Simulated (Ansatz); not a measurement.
## TaN under changes of volume

One of the cells (10.813 Å³/atom); the others are scaled copies at fixed shape and fractional positions:

```
Ta N
1.0
     0.00000    2.21132    2.21132
     2.21132    0.00000    2.21132
     2.21132    2.21132    0.00000
Ta N
1 1
Direct
  0.50000 0.50000 0.50000
  0.00000 0.00000 0.00000
```

The cell comes from a database or a generator and needn't be the stable form of this composition.

* Program: Ansatz 0.2.0
* Functional: PBE0
* Potentials or basis: Ansatz PAW
* Cutoff: 420 eV (not typed: the program's choice for these potentials)
* k mesh: 6 × 6 × 6
* Occupations: fermi-dirac, width 0.05 eV
* Spin: no spin polarisation

```csv
volume (Å³/atom),energy over the lowest point (meV/atom),pressure (GPa)
10.164,?,?
10.381,1.64,5.2
10.597,0.00,-2.5
10.813,8.10,-9.4
11.030,24.87,-15.5
11.246,49.71,-21.0
11.462,81.27,-25.9
```

What does the run at 10.164 Å³/atom give?

Energy over the lowest point 14.30 meV/atom; pressure 13.7 GPa.

Worked out: A Birch-Murnaghan fit of order 3 (a polynomial in V^(-2/3)) to the other rows has its minimum at 10.52 Å³/atom with B0 = V·E''(V) = 365 GPa and B' = 4.4. It gives 14.26 meV/atom at 10.164 Å³/atom, against the run's 14.30, and -dE/dV = 13.7 GPa, against 13.7.

Energies are extrapolated to zero smearing.

Caveats: all runs use coarse meshes; the PAW data sets come from PBE, with cores solved anew for the run's functional, which leaves a small shift of forces and pressure; the thresholds are loose for stress.
